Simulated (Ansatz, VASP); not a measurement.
## RbBr in VASP and in Ansatz

File INCAR:

```
ALGO     = Normal         # electronic algorithm
EDIFF    = 1E-6           # SCF threshold, eV
ENCUT    = 520            # plane-wave cutoff, eV
GGA      = PE             # functional
ISIF     = 2              # what is computed and relaxed
ISMEAR   = 0              # smearing method
LASPH    = T              # aspherical terms in the spheres
LCHARG   = F              # write CHGCAR
LREAL    = F              # projectors in reciprocal space
LWAVE    = F              # write WAVECAR
NBANDS   = 15             # bands
NELM     = 100            # most SCF steps
PREC     = Accurate       # precision mode
SIGMA    = 0.05           # smearing width, eV
```

Contents of KPOINTS:

```
k-points
0
Gamma
  6 6 6
```

Contents of POSCAR:

```
RbBr
1.0
    4.1260773000      0.0000000000      0.0000000000
    0.0000000000      4.1260773000      0.0000000000
    0.0000000000      0.0000000000      4.1260773000
Rb Br
1 1
Direct
    0.0000000000      0.0545312130      0.0000000000
    0.5000000000      0.5000000000      0.5000000000
```

Input for Ansatz:

```yaml
crystal:
  lattice:
    - [4.1260773, 0.0, 0.0]
    - [0.0, 4.1260773, 0.0]
    - [0.0, 0.0, 4.1260773]
  atoms:
    - { symbol: Rb, position: [0.0, 0.054531213, 0.0] }
    - { symbol: Br, position: [0.5, 0.5, 0.5] }
basis:
  ecutwfc: 420
kpoints:
  mp_grid: { grid: [6, 6, 6] }
hamiltonian:
  xc: pbe
scf:
  occupations: { method: gaussian, width: 0.05 }
output:
  forces: true
  stress: true
  eigenvalues: true
```

Change from the starting cell: all Rb atoms moved +0.225 Å, as atom 1 along Cartesian [0 1 0].

Alike in both runs: task single point; functional PBE; k mesh 6 × 6 × 6; occupations gaussian, width 0.05 eV; no spin polarisation.

|  | VASP | Ansatz |
| --- | --- | --- |
| version | VASP 6.6.1 | Ansatz 0.2.0 |
| potentials or method | VASP PAW PBE potentials, release 64 (Rb_sv, Br) | scalar-relativistic, plane waves, PAW |
| plane-wave cutoff (eV) | 520 | 420 |
| valence electrons in the cell | 16 | 16 |

```csv
,VASP,Ansatz,Ansatz less VASP
gap on the k mesh at the Fermi level (eV),4.09,4.10,+0.002
least direct gap on the mesh (eV),4.25,4.25,+0.001
pressure (GPa),1.1,1.1,-0.04
largest component of the traceless stress (GPa),0.08,0.08,-0.002
rms of the force components (eV/Å),0.108,0.107,-0.0013
```

Atom by atom the forces differ by 0.001 eV/Å (rms over components). The functional is the same, so the differences come from potentials, cutoffs and numerics.

A k mesh can miss the band edges.
